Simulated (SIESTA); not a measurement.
Crystal: MnO2.

```
Mn O
1.0
     2.85658    0.00000    0.00000
    -1.42829    2.47387    0.00000
     0.00000    0.00000    4.60137
Mn O
1 2
Direct
  0.00000 0.00000 0.50000
  0.33333 0.66667 0.70629
  0.66667 0.33333 0.29371
```

Measurements of this composition are mostly on another form, of space group No. 136.

Base run:

| Property | Result |
| --- | --- |
| Program | SIESTA 5.4.2 |
| Functional | PBEsol |
| Potentials or basis | PseudoDojo 0.4 standard (PBEsol files) |
| Basis | SZP (energy shift 0.003 Ry) |
| Grid cutoff | 800 Ry |
| Energy shift | 0.003 Ry |
| k mesh | 11 × 11 × 6 |
| Occupations | fermi-dirac, width 0.05 eV |
| Spin | collinear spin, ferromagnetic start |
| Starting moments | [4.0, 0.0, 0.0] μB |

Its results: band gap on the k mesh 0.39 eV, indirect (least direct gap 0.44 eV); pressure 0.1 GPa; net moment 3.00 μB per cell; site moments Mn +2.86; O +0.07 μB; largest force 0.293 eV/Å.

Question: The run is repeated on the same cell with these changes: basis from SZP (energy shift 0.003 Ry) to SZ (energy shift 0.003 Ry). What comes out?

Answer: Band gap on the k mesh none (metal or under the smearing width); pressure 0.5 GPa; net moment 2.96 μB per cell; site moments Mn +2.66; O +0.15 μB; largest force 0.498 eV/Å.

Caveats: short orbitals over semicore shells can move pressures by several GPa; the basis of atomic orbitals isn't converged, which shifts pressures, moduli and gaps; a cell with one magnetic atom can't hold antiferromagnetic order, which such compounds often take; the basis has no polarisation orbitals (some runs); semilocal functionals often make such compounds metallic where correlation or magnetic order opens a gap, which also shifts bond lengths (some runs).
